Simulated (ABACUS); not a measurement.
**KF (Carobbiite) under changes of volume**

One of the cells (19.074 Å³/atom); the others are scaled copies at fixed shape and fractional positions:

```
K F
1.0
     0.00000    2.67185    2.67185
     2.67185    0.00000    2.67185
     2.67185    2.67185    0.00000
K F
1 1
Direct
  0.00000 0.00000 0.00000
  0.50000 0.50000 0.50000
```

* Program: ABACUS 3.10.1
* Functional: PBEsol
* Potentials or basis: PseudoDojo NC SR 0.4.1 PBEsol standard
* Cutoff: 1143 eV
* Density cutoff: 4572 eV
* Basis: plane waves
* k mesh: 9 × 9 × 9
* Occupations: fermi-dirac, width 0.05 eV
* Spin: no spin polarisation

| volume (Å³/atom) | energy over the lowest point (meV/atom) | pressure (GPa) | gap on the mesh (eV) |
| --- | --- | --- | --- |
| 17.929 | 2.94 | 1.4 | 6.38 |
| 18.311 | 0.57 | 0.6 | 6.27 |
| 18.692 | 0.00 | -0.1 | 6.16 |
| 19.074 | 1.02 | -0.7 | 6.06 |
| 19.455 | ? | ? | ? |
| 19.837 | 7.13 | -1.8 | 5.87 |
| 20.218 | 11.91 | -2.2 | 5.78 |

What does the run at 19.455 Å³/atom give?

Energy over the lowest point 3.45 meV/atom; pressure -1.3 GPa; gap on the mesh 5.96 eV.

Worked out: A Birch-Murnaghan fit of order 3 (a polynomial in V^(-2/3)) to the other rows has its minimum at 18.63 Å³/atom with B0 = V·E''(V) = 33 GPa and B' = 4.9. It gives 3.45 meV/atom at 19.455 Å³/atom, against the run's 3.45, and -dE/dV = -1.3 GPa, against -1.3. A straight line through the other rows of the gap, of slope -4.98 eV per unit of ln V (its deformation potential), gives 5.97 eV, against the run's 5.96.

Energies are extrapolated to zero smearing.

Caveats: an odd mesh through Γ misses points on the zone boundary, where band edges often lie.
